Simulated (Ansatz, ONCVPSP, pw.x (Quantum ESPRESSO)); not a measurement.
# silicon: does the ONCV potential hold in the solid?

```
Element                 : silicon (Si)
Generator               : ONCVPSP 4.0.1.1 (patched build)
Type                    : optimised norm-conserving Vanderbilt (ONCV)
Functional              : PBE
Relativity              : scalar-relativistic
Frozen core             : [Ne]
Valence charge          : 4
Reference configuration : 3s2 3p2
Partial waves           : 3s: rc 1.80 bohr, ncon 4, nbas 9, qcut 3.5 1/bohr, 1 projector; 3p: rc 1.75 bohr, ncon 4, nbas 7, qcut 4.4 1/bohr, 2 projectors, debl 1.9 Ha; d scattering state at 0.33 Ha: rc 1.50 bohr, ncon 4, nbas 8, qcut 5.4 1/bohr, 1 projector
Local potential         : polynomial inside 1.05 bohr (lpopt 5, dvloc0 0 Ha)
Core correction         : Teter function fitted to the true core (icmod 2), fcfact 0.45
```

Atomic tests: cutoffs needed: 8.0 Ha and 61 Ha (the cutoffs (Ha) at which the residual kinetic energy of the hardest occupied pseudo-wave falls to 1 and 0.1 mHa per electron) The cutoffs count occupied waves only; projector 2 of the p channel, the hardest unoccupied one, needs 29 Ha at the loose tolerance.; ghost test: no bound ghost flagged; GHOST(+) flagged for s at 13.9 eV; largest excitation error: +204 meV (all-electron minus pseudo) for 3s1 3p0, out of 4 test configurations.

Crystal test: fcc Si in pw.x 7.5, no spin, 15³ k-points, Fermi–Dirac smearing 0.01 Ry, cutoffs 145/580 Ry. The reference is all-electron LAPW (Ansatz 0.2.0) with the same functional, mesh and smearing; V0 and B0 come from Birch–Murnaghan fits to the pressures at five volumes. Errors are pseudo minus all-electron; Δ is the rms difference of the E(V) curves that follow from these fits, minima aligned, over ±6 % about the mean V0. Mesh and smearing are coarse, so the numbers serve the comparison and aren't converged zero-temperature values; the lattice is a test structure that the element need not adopt.

```json
{"V (Å³/atom)": "13.704", "P all-electron (GPa)": "5.12", "P pseudo (GPa)": "4.62"}
{"V (Å³/atom)": "14.064", "P all-electron (GPa)": "2.56", "P pseudo (GPa)": "2.10"}
{"V (Å³/atom)": "14.425", "P all-electron (GPa)": "0.32", "P pseudo (GPa)": "-0.12"}
{"V (Å³/atom)": "14.786", "P all-electron (GPa)": "-1.65", "P pseudo (GPa)": "-2.06"}
{"V (Å³/atom)": "15.146", "P all-electron (GPa)": "-3.38", "P pseudo (GPa)": "-3.77"}
```

All-electron: a0 = 3.869 Å (V0 = 14.48 Å³/atom), B0 = 82.7 GPa.

Pseudopotential: mean pressure error (GPa): -0.44; a0 (Å): 3.862; a0 error (%): -0.18; B0 error (%): +0.9; Δ (meV/atom): 1.4. The generator flags a localised state at positive energy (s at 14 eV).

Question: At the middle volume, how do free energy and pressure move when the wave cutoff is lowered (ecutrho kept at four times it)?

Answer:

```tsv
cutoff (Ry)	shift of F (meV/atom)	shift of P (GPa)
65	+13.3	+0.04
87	+7.9	-0.04
116	+5.3	-0.07
```

The run at the middle volume (120 k-points, 6 iterations) took about 27 s on one core of a shared host (Neoverse-V2, 96 threads, 742 GiB, load 36).
